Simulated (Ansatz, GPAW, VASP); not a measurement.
# BN: programs and potentials compared

```xyz
2
Lattice="0.0000 1.8130 1.8130 1.8130 0.0000 1.8130 1.8130 1.8130 0.0000" Properties=species:S:1:pos:R:3 pbc="T T T"
N     0.9065    0.9065    0.9065
B     0.0000    0.0000    0.0000
```

The cell is a database's computed one, not the measured one.

Alike in all runs: task single point; functional PBE; k mesh 13 × 13 × 13; occupations gaussian, width 0.012 eV; no spin polarisation; no spin-orbit coupling. Pressure is positive in compression and, in plane waves, holds the error of the finite cutoff.

```json
{"program and potentials": "GPAW, GPAW PAW data sets (gpaw-data 1.2.1)", "plane-wave cutoff (eV)": "800", "notes": "-", "pressure (GPa)": "-1.60"}
{"program and potentials": "Ansatz, all-electron LAPW, scalar-relativistic", "plane-wave cutoff (eV)": "-", "notes": "-", "pressure (GPa)": "-0.41"}
{"program and potentials": "VASP, PBE PAW files B, N, 520 eV", "plane-wave cutoff (eV)": "520", "notes": "-", "pressure (GPa)": "-0.16"}
```

The pressure spans -1.60 (GPAW, GPAW PAW data sets (gpaw-data 1.2.1)) to -0.16 GPa (VASP, PBE PAW files B, N, 520 eV), with all-electron results at -0.41.

The functional is the same throughout but for its coding, so the spread measures potentials, basis and numerics; runs on potential files found faulty are left out.

All three runs put the zincblende cell under slight tension, so each would relax to a somewhat smaller volume. The VASP value lies close to the all-electron one, while GPAW gives the strongest tension at -1.60 GPa. In structural terms even that is a small disagreement. Cubic BN is a network of short, strong, partly polar sp³ bonds and is among the stiffest solids known, so a minute change in the preferred bond length appears as a noticeable pressure. The same offset in a soft crystal would mean a much larger error in volume.

The compact 2p shells of boron and nitrogen, which have no p core beneath them, are demanding to represent in plane waves, and the GPAW offset probably reflects the data sets, the basis or both. The higher cutoff in that run doesn't by itself bring it closer to the all-electron result. With only one volume computed, the pressures support a comparison of the programs' equilibrium tendencies, but not of their bulk moduli.
